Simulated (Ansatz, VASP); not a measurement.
Co: VASP beside Ansatz

```
Co
1.0
     0.00000    1.75666    1.75666
     1.75666    0.00000    1.75666
     1.75666    1.75666    0.00000
Co
1
Direct
  0.00000 0.00000 0.00000
```

Alike in both runs: task electric field gradients; functional PBEsol; k mesh 18 × 18 × 18; occupations fermi-dirac, width 0.05 eV; collinear spin.

|  | VASP | Ansatz |
| --- | --- | --- |
| version | VASP 6.6.1 | Ansatz 0.2.0 |
| potentials or method | VASP PAW PBE potentials, release 64 (Co) | PAW with Ansatz's default frozen-core files, scalar-relativistic |
| plane-wave cutoff (eV) | 520 | 420 |
| valence electrons in the cell | 9 | 17 |

VASP gave:

- pressure (GPa): -9.7
- net moment per atom (μB): 1.62
- size of the moment on the site where the two differ most (μB): 1.64
- Vzz of the field gradient on the site that differs most (V/Å²): 0.0

Problem. Estimate Ansatz's values.

Solution. Pressure (GPa): -9.1; net moment per atom (μB): 1.63; size of the moment on the site where the two differ most (μB): 1.69; Vzz of the field gradient on the site that differs most (V/Å²): 0.0.

Site moments also hang on the region over which each program counts them. With one functional, cell and mesh, what is left measures potentials, basis and numerics. The two sets of potentials don't hold the same shells in valence.

Caveats: the PAW data sets were made with another functional, which shifts forces and pressure a little (VASP).
